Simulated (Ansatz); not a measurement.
MgO (zincblende) was relaxed with 4 functionals in Ansatz, cell and atoms free, the symmetry of the start kept (meshes: PBE 10×10×10, r2SCAN 8×8×8, PBEsol 8×8×8, LDA 8×8×8). The structure was generated, not taken from experiment, and needn't be the ground state; spin polarisation is off.

The LDA result:
```
CELL_PARAMETERS angstrom
0.00000 2.25911 2.25911
2.25911 0.00000 2.25911
2.25911 2.25911 0.00000
ATOMIC_POSITIONS crystal
Mg 0.00000 0.00000 0.00000
O 0.25000 0.25000 0.25000
```

Space group F-43m (No. 216), cubic; conventional cell a = 4.518 Å, 11.53 Å³ an atom. Mg has 4 O at 1.96 Å; O has 4 Mg at 1.96 Å.

Task: What lattice does PBE give?

Result: a = 4.612 Å; the volume differs by +6.4 % from LDA's. Mg is surrounded by 4 O at 2.00 Å; O is surrounded by 4 Mg at 2.00 Å.

Task: How does the cell change with PBEsol?

Result: a = 4.575 Å; the volume differs by +3.8 % from LDA's. Around Mg lie 4 O at 1.98 Å; around O lie 4 Mg at 1.98 Å.

Task: Held at the r2SCAN cell, what mean stress do LDA and PBE find, and does its sign point to their own minimum?

Result: Yes. LDA -3.69 GPa, and its relaxed volume is -3.0 % from r2SCAN's; PBE +3.85 GPa, and its relaxed volume is +3.2 % from r2SCAN's. Compression counts positive, so a positive stress asks for a larger cell.
